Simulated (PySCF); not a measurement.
Ethoxy ethane, C4H10O.
Cartesian coordinates in Å at the PBE0-D3(BJ)/def2-TZVP level; atoms count from 1:
```xyz
15
C4H10O angstrom
C     -2.146   -0.887   -0.654
C     -1.232    0.204   -0.159
O      0.074   -0.303   -0.065
C      1.002    0.659    0.366
C      2.365    0.021    0.444
H     -3.169   -0.516   -0.746
H     -2.145   -1.731    0.039
H     -1.819   -1.246   -1.632
H     -1.565    0.569    0.826
H     -1.252    1.066   -0.844
H      1.012    1.510   -0.334
H      0.703    1.055    1.349
H      2.365   -0.801    1.162
H      3.112    0.754    0.757
H      2.657   -0.376   -0.530
```

The closed-shell ground state was solved at several levels (PySCF, density fitting, gas phase, non-relativistic). One conformer (not necessarily the lowest) at the PBE0-D3(BJ)/def2-TZVP geometry, without solvent, vibrations or thermal averaging.

```tsv
level	basis functions	HOMO (eV)	LUMO (eV)	gap (eV)	dipole (D)
B97-2/pcJ-2	495	-7.07	0.90	7.97	1.07
PBE0/aug-cc-pVTZ	460	-7.34	-0.03	7.31	1.06
PBE0/pcJ-2	495	-7.33	0.86	8.19	1.08
wB97X-D/pcSseg-2	320	-9.25	2.41	11.66	1.12
wB97X-D/aug-cc-pVTZ	460	-9.25	0.91	10.16	1.10
```

Estimate the row for B3LYP/pcJ-2, a basis of 495 functions; the other rows only guide the guess.

HOMO -7.12 eV, LUMO 0.55 eV, gap 7.67 eV, dipole 1.09 D.

Over all these levels, which gives the widest orbital gap and which the narrowest?

wB97X-D/pcSseg-2 (range-separated hybrid) has the widest, 11.66 eV, and PBE0/aug-cc-pVTZ (global hybrid, 25 % exact exchange) the narrowest, 7.31 eV. Functional and basis both differ between the two, so the spread mixes both effects.

In the pcJ-2 basis, how does the gap go with the fixed share of exact exchange?

B3LYP (20 %) 7.67 eV; B97-2 (21 %) 7.97 eV; PBE0 (25 %) 8.19 eV. Each rise in the share widens the gap here.

How far do the dipole and the HOMO energy spread over the levels?

The dipole runs from 1.06 to 1.12 D (mean 1.08 D) and the HOMO from -9.25 to -7.07 eV.
